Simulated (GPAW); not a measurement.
FeGe2:

```
Ge Fe
1.0
     4.85050    0.00000    0.00000
    -2.37266    4.23058    0.00000
    -1.23892   -2.11529    4.18545
Ge Fe
4 2
Direct
  0.84511 0.34511 0.19021
  0.65489 0.84511 0.50000
  0.34511 0.15489 0.50000
  0.15489 0.65489 0.80979
  0.25000 0.25000 0.00000
  0.75000 0.75000 0.00000
```

The cell is a database's computed one.

| Property | Result |
| --- | --- |
| Program | GPAW 26.7.0 |
| Task | relaxation of cell and atoms |
| Functional | PBEsol |
| Dispersion | D3(BJ) |
| Potentials or basis | PAW data sets generated in the run's folder for this functional |
| Cutoff | 600 eV |
| Basis | pw |
| k mesh | 4 × 4 × 4 |
| Occupations | fermi-dirac, width 0.05 eV |
| Spin | collinear spin, ferromagnetic start |
| Starting moments | [0.0, 0.0, 0.0, 0.0, 3.0, 3.0] μB |

At the start: pressure -9.2 GPa; volume 14.31 Å³/atom.

How do energy, volume and symmetry change on relaxing?

Over 8 steps the energy falls by 27.7 meV/atom and the volume is 13.41 Å³/atom (-6.3 %); space group I4/mcm (No. 140, to 0.05 Å); moment 2.19 μB per cell.

Step by step:
```tsv
step	energy change (eV)	largest force (eV/Å)	pressure (GPa)	volume (Å³)
1	0.0000	0.0670	-9.23	85.89
2	-0.0282	0.0523	-8.52	85.38
3	-0.1616	0.1086	1.09	79.99
4	-0.1646	0.0708	-0.12	80.56
5	-0.1651	0.0534	-0.12	80.55
6	-0.1661	0.0221	0.05	80.46
7	-0.1661	0.0220	0.05	80.45
8	-0.1665	0.0032	0.02	80.46
```

Final structure:
```
CELL_PARAMETERS angstrom
4.74263 0.01927 0.00000
-2.30309 4.14593 0.00000
-1.21977 -2.08260 4.08263
ATOMIC_POSITIONS crystal
Ge 0.84475 0.34475 0.18949
Ge 0.65525 0.84475 0.50000
Ge 0.34475 0.15525 0.50000
Ge 0.15525 0.65525 0.81051
Fe 0.25000 0.25000 0.00000
Fe 0.75000 0.75000 0.00000
```

Caveat: the k mesh is coarse (spacing up to 0.42 Å⁻¹), so the values aren't converged; each step starts from the last one's moments, so a moment once lost doesn't come back; later steps reuse the first step's grids; pairwise dispersion overbinds metals, which lowers pressure and volume.
